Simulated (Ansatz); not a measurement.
Relaxed BaF2 (fluorite):

```
CELL_PARAMETERS angstrom
      0.00000     6.24626     6.24626
      3.12313     3.12313     6.24626
      3.12313     3.12313     0.00000
ATOMIC_POSITIONS crystal
  Ba 0.00000 0.00000 0.00000
  Ba 0.50000 0.00000 0.00000
  F  0.00000 0.25000 0.25000
  F  0.50000 0.25000 0.25000
  F  0.00000 0.75000 0.75000
  F  0.50000 0.75000 0.75000
```

The atoms are displaced by Q × the pattern below (from a DFPT mode at X = (0.5, 0.5, 0.0), largest move 1; Q in Å), at fixed cell. (q is in reciprocal vectors of the primitive cell; the cell shown is doubled to hold the pattern.)

```tsv
atom	x	y	z
Ba1	0.000	0.000	-1.000
Ba2	0.000	0.000	1.000
```

Atoms not listed stay in place.

Level of theory: PBE (plane waves to 420 eV, PAW, scalar-relativistic; Ansatz, a program for electronic structure). k mesh 9×9×9 (Γ-centred), Fermi-Dirac smearing 0.05 eV. E stands for the smeared free energy. BaF2 was relaxed with its symmetry unable to fall. The zero of ΔE is the undisplaced structure.

```tsv
Q (Å)	ΔE (meV/cell)
-0.100	112.2
-0.067	49.9
-0.033	12.5
0.000	0.0
0.033	12.5
0.067	49.9
0.100	112.2
```

Problem. Which DFPT wavenumber at X = (0.5, 0.5, 0.0) belongs to this mode?
A. 149 cm⁻¹
B. 219 cm⁻¹
C. 306 cm⁻¹
D. 87 cm⁻¹

Solution. A, 149 cm⁻¹. The curvature of the scan gives 149 cm⁻¹

(A displaced cell: forces are minus the slopes of the energy, force constants its curvatures, and phonons follow from these.)
